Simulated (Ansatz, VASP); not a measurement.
**One calculation of Ge, two programs**

```
Ge
1.0
     1.36702   -2.63255    0.01333
     1.36007    2.62881    0.00776
     0.02036   -0.00289    2.73319
Ge
1
Direct
  0.51761 0.51484 0.99297
```

Change from the starting cell: cell strained at random at fixed volume.

Alike in both runs: task single point; functional PBEsol; k mesh 11 × 11 × 10; occupations fermi-dirac, width 0.05 eV; no spin polarisation.

```csv
,VASP,Ansatz
version,VASP 6.6.1,Ansatz 0.2.0
potentials or method,"VASP PAW PBE potentials, release 64 (Ge_d)",Ansatz PAW
plane-wave cutoff (eV),520,420
valence electrons in the cell,14,14
```

|  | VASP | Ansatz | Ansatz less VASP |
| --- | --- | --- | --- |
| gap on the k mesh at the Fermi level (eV) | none | none | - |
| pressure (GPa) | -3.8 | -3.7 | +0.13 |
| largest component of the traceless stress (GPa) | 3.95 | 3.95 | -0.007 |

A gap of «none» marks a metal or a gap that the smearing closes. The functional is the same, so the differences come from potentials, cutoffs and numerics.

Caveats: the PAW data sets were made with another functional, which shifts forces and pressure a little (VASP); the PAW data sets come from PBE, with cores solved anew for the run's functional, which leaves a small shift of forces and pressure (Ansatz).
